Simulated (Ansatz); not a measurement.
# Ge (Imma) in Ansatz: notebook

The runs below take Ge through single point, equation of state, with LDA.

Everything below comes from runs of Ansatz 0.2.0. Logs are shortened: lines on timing, memory, paths and dates and some standing lists are left out, and cuts for length are marked.

### Step 1. The crystal as given

It takes space group Imma (No. 74, orthorhombic). Conventional cell: a = 4.992 Å, b = 5.302 Å, c = 2.874 Å, α = 90.00°, β = 90.00°, γ = 90.00°. Ge (site symmetry mm2) is surrounded by 6 Ge at 2.68 to 2.87 Å.

This isn't the form of Ge at room conditions, which is diamond.

### Step 2. Single point, LDA, 17.87 Å³/atom (volume scaled by 0.94)

Input file input.yaml:

```yaml
crystal:
  lattice:
    - [-2.4449470096, 2.5967485709, 1.4076133202]
    - [2.4449470096, -2.5967485709, 1.4076133202]
    - [2.4449470096, 2.5967485709, -1.4076133202]
  atoms:
    - { symbol: Ge, position: [0.314057, 0.064057, 0.25] }
    - { symbol: Ge, position: [0.685943, 0.935943, 0.75] }
kpoints:
  mp_grid: { grid: [11, 11, 11] }
scf:
  occupations: { method: fermi_dirac, width: 0.05 }
hamiltonian:
  xc: lda
  pseudopotentials: { kind: all_electron, lapw: { basis_error: 0.001 } }
output:
  forces: true
  stress: true
  eigenvalues: true
```

Potentials or basis: all-electron LAPW, scalar-relativistic.

The run is started by

```console
ansatz run input.yaml --threads 1 --pin off --max-ram 3072MiB --backend cpu --events-out ev --progress --plain --runs-dir out
```

The program printed:

```text
Warning: RAYON_NUM_THREADS=1 ignored (pool sized by the plan → 1); use --threads N
LAPW: plane waves up to 8.367 Å⁻¹, error target 1.0e-3 eV per atom; small_component_spin mean_spin; Ge in spheres of 1.311 Å, 22 of its electrons in bands, Dirac shells [] (how accurate: hamiltonian.pseudopotentials.lapw.basis_error, Limitations)
Engine: ansatz 0.2.0, x86_64-unknown-linux-gnu
Pseudopotentials: kind: all_electron
Pseudopotential: Ge, LAPW, valence charge 22, lapw/all_electron/scalar/gaussian/Ge, Koelling and Harmon's equation, gaussian nucleus
Functional definition: SPW92
  exchange = slater_x
  correlation = pw_c
Crystal: 2 atoms, lattice volume = 35.747 Å³
Basis set: ecut = 266.7139650330421 eV, 359 PW (Γ), FFT grids on a1+a2, a2, a3, exchange–correlation at level 2
Bands: 27, of which v1, the nominal top of the filled ones, is band 22 counted from 1 (21 counted from 0)
Symmetry: 8 space group operations
Space group: Imma (ITA 74), of the structure as read, at distance tolerance 3.3e-5 Å
k-points: 216 of 1331
Non-local potential: Ge, projectors of the file, none
Initial density: superposition of atomic densities (chi_scale 0.1, normalization cell)
Initial wavefunctions: plane waves of lowest kinetic energy (no species holds an atomic orbital)
Functional: x = slater, c = lda
iter 1 solved again at ethr=1.00e-4 eV; its pass at ethr=1.00e-1 eV (dr2=4.42e-2 eV) is discarded
SCF iter   1: F=—  HF=-114073.979374 eV  |F-HF|=—  |Δ(HF+E_count)|=         —  Δρ=1.43e-2  dr2=4.43e-2  ethr=1.00e-4  ⟨swp⟩=3.0  Hψ=38695  notcnv=0
preconditioner: auto → Kerker (q_TF=auto, 2.824 Å⁻¹)  [metal: Δε(μ)=0.049 eV  Ē_g=24.383 eV  σ=0.050 eV  W_gap=0.23  n_scr=16 (ndim 8)  ℏωp=32.9 eV  f_vac=0.000  D(μ)=0.70/eV (n_scr^D=4)]
SCF iter   2: F=—  HF=-114073.949898 eV  |F-HF|=—  |Δ(HF+E_count)|=   2.95e-2  Δρ=9.44e-3  dr2=2.29e-2  ethr=1.00e-4  ⟨swp⟩=2.0  Hψ=17239  notcnv=0
SCF iter   3: F=—  HF=-114073.945592 eV  |F-HF|=—  |Δ(HF+E_count)|=   4.31e-3  Δρ=5.85e-3  dr2=9.56e-3  ethr=5.20e-5  ⟨swp⟩=2.0  Hψ=16697  notcnv=0
SCF iter   4: F=—  HF=-114073.944602 eV  |F-HF|=—  |Δ(HF+E_count)|=   9.90e-4  Δρ=1.84e-3  dr2=1.25e-3  ethr=2.17e-5  ⟨swp⟩=2.0  Hψ=16698  notcnv=0
iter 5 solved again at ethr=9.70e-8 eV; its pass at ethr=2.85e-6 eV (dr2=4.27e-5 eV) is discarded
SCF iter   5: F=—  HF=-114073.944317 eV  |F-HF|=—  |Δ(HF+E_count)|=   2.85e-4  Δρ=3.15e-4  dr2=4.27e-5  ethr=9.70e-8  ⟨swp⟩=2.0  Hψ=28626  notcnv=0
SCF iter   6: F=—  HF=-114073.944315 eV  |F-HF|=—  |Δ(HF+E_count)|=   2.06e-6  Δρ=1.06e-4  dr2=4.65e-6  ethr=9.70e-8  ⟨swp⟩=2.0  Hψ=16698  notcnv=0
SCF iter   7: F=-114073.944315 eV  HF=-114073.944315 eV  |F-HF|=3.02e-8  |Δ(HF+E_count)|=   9.24e-8  Δρ=1.54e-5  dr2=6.46e-8  ethr=1.06e-8  ⟨swp⟩=2.0  Hψ=16698  notcnv=0
SCF 1 converged in 7 iterations: F = -114073.944315 eV  dr2 = 6.46e-8
SCF converged after 7 iterations
Free energy (F): -114073.944315 eV
Harris-Foulkes:  -114073.944315 eV  (|F-HF|=3.02e-8)
Internal energy: -114073.938482 eV  (E = F + TS)
E sigma→0 (E₀):  -114073.941398 eV
Entropy (-TS):   -0.005833 eV (-2.917 meV/atom)
Fermi energy:    13.235166 eV
--- Per-component energies (eV) ---
  E_band       = -1932.828410
  E_kinetic    = 116422.622389
  E_xc         = -4179.851109
  E_electrostatic = -226316.709762  (all electrons and nuclei)
  E_smearing   = -0.005833  (= −TS)
  E_closure    = 0.000000  (closes the sum)
  E_atoms      = -114063.943511  (free atoms, spherical and without spin; not in F)
  Σ components = -114073.944315   (vs F -114073.944315, Δ=0.00e0)
  Basis errors (estimates in eV, not in F): energy 3.2e-4 per atom: plane waves 3.0e-4 (1.7e-4 summed), levels above the bands 6.0e-70, relativity 2.4e-9, radial functions 1.9e-5, core shells 5.2e-11; eigenvalues (radial functions only) 2.7e-6; not estimated: angular momenta, meshes, grids; target (lapw.basis_error) 1.0e-3; muffin-tin radii Ge 1.311 Å
--- Forces (eV/Å), atoms counted from 1 ---
  atom   1  Ge    -0.00000000     0.00000000     0.06187540
  atom   2  Ge     0.00000000     0.00000000    -0.06187540
  max |Σ_I F_I| component: 0.00e0 eV/Å
--- Stress (GPa, compression-positive) ---
        1.687849       0.000000       0.000000
        0.000000      -0.649084      -0.000000
        0.000000      -0.000000       0.083336
  P = ⅓ Tr σ = 0.3740 GPa (3.740 kbar)
--- Band table (eV; the first three rows and the last of 216) ---
  k-point 0: bands = ["-149.5651", "-149.5644", "-97.2273", "-97.2269", "-97.2166", "-97.2127", "-97.1948", "-97.1893", "-11.6523", "-11.5574", "-11.5571", "-11.5528", "-11.5094", "-11.4683", "-11.3942", "-11.3924", "-11.3608", "-11.2815", "-0.4235", "9.5087", "10.7057", "11.1795", "16.6495", "20.4660", "20.7456", "21.5002", "21.8436"]
  k-point 1: bands = ["-149.5651", "-149.5644", "-97.2273", "-97.2269", "-97.2166", "-97.2127", "-97.1946", "-97.1894", "-11.6465", "-11.5603", "-11.5541", "-11.5529", "-11.5045", "-11.4659", "-11.3949", "-11.3945", "-11.3639", "-11.2880", "-0.3276", "8.5287", "11.0399", "11.6945", "17.1545", "19.6513", "20.6946", "21.3773", "21.4390"]
  k-point 2: bands = ["-149.5651", "-149.5645", "-97.2273", "-97.2270", "-97.2163", "-97.2130", "-97.1943", "-97.1898", "-11.6296", "-11.5666", "-11.5574", "-11.5398", "-11.4934", "-11.4591", "-11.4007", "-11.3973", "-11.3728", "-11.3065", "-0.0399", "7.0433", "11.3693", "12.5639", "18.2812", "18.5596", "19.9411", "20.8900", "21.0815"]
  k-point 215: bands = ["-149.5648", "-149.5647", "-97.2276", "-97.2267", "-97.2170", "-97.2124", "-97.1951", "-97.1890", "-11.6192", "-11.5442", "-11.5116", "-11.4812", "-11.4525", "-11.4475", "-11.4329", "-11.4244", "-11.4012", "-11.3974", "3.9074", "4.3892", "7.0683", "7.7870", "17.8244", "20.3669", "24.3348", "24.6670", "26.2772"]
```

Run time: 11 s. Hardware: 1 thread of AMD EPYC 9R45 (Zen 5), shared host; peak memory 0.63 GiB.

Results:

```
Free energy            : -114073.9443 eV
Pressure               : 0.4 GPa
Largest force          : 0.062 eV/Å
Band gap on the k mesh : none (metal or under the smearing width)
```

### Step 3. Single point, LDA, 18.25 Å³/atom (volume scaled by 0.96)

Edit input.yaml of step 2 so:

```diff
@@ -2,5 +2,5 @@
   lattice:
-    - [-2.4449470096, 2.5967485709, 1.4076133202]
-    - [2.4449470096, -2.5967485709, 1.4076133202]
-    - [2.4449470096, 2.5967485709, -1.4076133202]
+    - [-2.4621655136, 2.6150361352, 1.4175264166]
+    - [2.4621655136, -2.6150361352, 1.4175264166]
+    - [2.4621655136, 2.6150361352, -1.4175264166]
   atoms:
```

Potentials or basis: all-electron LAPW, scalar-relativistic.

The run is started by

```console
ansatz run input.yaml --threads 1 --pin off --max-ram 3072MiB --backend cpu --events-out ev --progress --plain --runs-dir out
```

Wall time 11 s (1 thread of AMD EPYC 9R45 (Zen 5), shared host); peak memory 0.63 GiB.

It converged, with:

```yaml
Free_energy: -114073.9419 eV
Pressure: -1.3 GPa
Largest_force: 0.065 eV/Å
Band_gap_on_the_k_mesh: none (metal or under the smearing width)
```

### Step 4. Single point, LDA, 18.63 Å³/atom (volume scaled by 0.98)

Edit input.yaml of step 3 so:

```diff
@@ -2,5 +2,5 @@
   lattice:
-    - [-2.4621655136, 2.6150361352, 1.4175264166]
-    - [2.4621655136, -2.6150361352, 1.4175264166]
-    - [2.4621655136, 2.6150361352, -1.4175264166]
+    - [-2.479146502, 2.6330714371, 1.4273027698]
+    - [2.479146502, -2.6330714371, 1.4273027698]
+    - [2.479146502, 2.6330714371, -1.4273027698]
   atoms:
```

The run is started by

```console
ansatz run input.yaml --threads 1 --pin off --max-ram 3072MiB --backend cpu --events-out ev --progress --plain --runs-dir out
```

Wall time 11 s (1 thread of AMD EPYC 9R45 (Zen 5), shared host); peak memory 0.62 GiB.

It converged, with:

* Free energy: -114073.9319 eV
* Pressure: -2.8 GPa
* Largest force: 0.067 eV/Å
* Band gap on the k mesh: none (metal or under the smearing width)

### Step 5. Single point, LDA, 19.01 Å³/atom

Edit input.yaml of step 4 so:

```diff
@@ -2,5 +2,5 @@
   lattice:
-    - [-2.479146502, 2.6330714371, 1.4273027698]
-    - [2.479146502, -2.6330714371, 1.4273027698]
-    - [2.479146502, 2.6330714371, -1.4273027698]
+    - [-2.495898, 2.650863, 1.436947]
+    - [2.495898, -2.650863, 1.436947]
+    - [2.495898, 2.650863, -1.436947]
   atoms:
```

The run is started by

```console
ansatz run input.yaml --threads 1 --pin off --max-ram 3072MiB --backend cpu --events-out ev --progress --plain --runs-dir out
```

Run time: 11 s. Hardware: 1 thread of AMD EPYC 9R45 (Zen 5), shared host; peak memory 0.61 GiB.

It converged, with:

```yaml
Free_energy: -114073.9151 eV
Pressure: -4.2 GPa
Largest_force: 0.068 eV/Å
Band_gap_on_the_k_mesh: none (metal or under the smearing width)
```

### Step 6. Single point, LDA, 19.39 Å³/atom (volume scaled by 1.02)

Edit input.yaml of step 5 so:

```diff
@@ -2,5 +2,5 @@
   lattice:
-    - [-2.495898, 2.650863, 1.436947]
-    - [2.495898, -2.650863, 1.436947]
-    - [2.495898, 2.650863, -1.436947]
+    - [-2.5124276075, 2.6684188957, 1.4464634826]
+    - [2.5124276075, -2.6684188957, 1.4464634826]
+    - [2.5124276075, 2.6684188957, -1.4464634826]
   atoms:
```

Potentials or basis: all-electron LAPW, scalar-relativistic.

The run is started by

```console
ansatz run input.yaml --threads 1 --pin off --max-ram 3072MiB --backend cpu --events-out ev --progress --plain --runs-dir out
```

It took 11 s on 1 thread of AMD EPYC 9R45 (Zen 5), shared host; peak memory 0.6 GiB.

The run converged. Its results:

```yaml
Free_energy: -114073.8924 eV
Pressure: -5.4 GPa
Largest_force: 0.069 eV/Å
Band_gap_on_the_k_mesh: none (metal or under the smearing width)
```

### Step 7. Single point, LDA, 19.78 Å³/atom (volume scaled by 1.04)

Edit input.yaml of step 6 so:

```diff
@@ -2,5 +2,5 @@
   lattice:
-    - [-2.5124276075, 2.6684188957, 1.4464634826]
-    - [2.5124276075, -2.6684188957, 1.4464634826]
-    - [2.5124276075, 2.6684188957, -1.4464634826]
+    - [-2.5287425297, 2.6857467767, 1.4558563658]
+    - [2.5287425297, -2.6857467767, 1.4558563658]
+    - [2.5287425297, 2.6857467767, -1.4558563658]
   atoms:
```

The run is started by

```console
ansatz run input.yaml --threads 1 --pin off --max-ram 3072MiB --backend cpu --events-out ev --progress --plain --runs-dir out
```

Wall time 11 s (1 thread of AMD EPYC 9R45 (Zen 5), shared host); peak memory 0.6 GiB.

It converged, with:

```yaml
Free_energy: -114073.8645 eV
Pressure: -6.4 GPa
Largest_force: 0.068 eV/Å
Band_gap_on_the_k_mesh: none (metal or under the smearing width)
```

### Step 8. Single point, LDA, 20.16 Å³/atom (volume scaled by 1.06)

Edit input.yaml of step 7 so:

```diff
@@ -2,5 +2,5 @@
   lattice:
-    - [-2.5287425297, 2.6857467767, 1.4558563658]
-    - [2.5287425297, -2.6857467767, 1.4558563658]
-    - [2.5287425297, 2.6857467767, -1.4558563658]
+    - [-2.5448496043, 2.7028539053, 1.4651295863]
+    - [2.5448496043, -2.7028539053, 1.4651295863]
+    - [2.5448496043, 2.7028539053, -1.4651295863]
   atoms:
```

The run is started by

```console
ansatz run input.yaml --threads 1 --pin off --max-ram 3072MiB --backend cpu --events-out ev --progress --plain --runs-dir out
```

It took 11 s on 1 thread of AMD EPYC 9R45 (Zen 5), shared host; peak memory 0.61 GiB.

Results (log left out):

```
Free energy            : -114073.8318 eV
Pressure               : -7.3 GPa
Largest force          : 0.066 eV/Å
Band gap on the k mesh : none (metal or under the smearing width)
```

### Step 9. Equation of state, LDA

Potentials or basis: all-electron LAPW, scalar-relativistic.

No new run: the results of the series are fitted here.

Results:

- Equilibrium volume: 17.95 Å³/atom
- Bulk modulus at fixed shape and positions: 83 GPa
- Pressure derivative of the bulk modulus: 4.8

Energy against volume, from the lowest point:
```
volume (Å³/atom)  energy (meV/atom)
          17.874               0.00
          18.254               1.19
          18.634               6.20
          19.014              14.58
          19.395              25.93
          19.775              39.91
          20.155              56.23
```

Caveat: the cell was scaled at fixed shape and fractional positions, which overstates the stiffness of a crystal with free parameters, most of all of layers and chains.
